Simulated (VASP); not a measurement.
A run of VASP 6.6.1:

INCAR

```
PREC = Accurate ; ENCUT = 520
EDIFF = 1E-6 ; ISMEAR = -1
SIGMA = 0.1 ; LREAL = F
LASPH = T ; NELM = 100
ALGO = Normal ; ISIF = 2
LWAVE = F ; LCHARG = F
GGA = B5 ; ALDAX = 1.0
AGGAX = 1.0 ; AGGAC = 1.0
ALDAC = 0.0 ; NBANDS = 12
```

File KPOINTS:

```
regular mesh
0
Gamma
  18 18 18
```

Contents of POSCAR:

```
In
1.0
   -2.0667513432      2.0667513432      2.0667513432
    2.0667513432     -2.0667513432      2.0667513432
    2.0667513432      2.0667513432     -2.0667513432
In
1
Direct
    0.0000000000      0.0000000000      0.0000000000
```

Potentials or basis: VASP PAW PBE potentials, release 64 (In_d).

Command:

```console
$ cat potpaw_PBE.64/In_d/POTCAR > POTCAR
$ mpirun -np 1 vasp_std > vasp.out
```

Hardware: 1 thread of Intel(R) Xeon(R) 6975P-C (Granite Rapids), with other jobs on the host.

Problem. How long does it take, and how much memory?

Solution. Wall time 31 s on 1 thread of Intel(R) Xeon(R) 6975P-C (Granite Rapids), on a shared host, peak memory 0.2 GiB. Counts: scf iterations 11, k points 195.
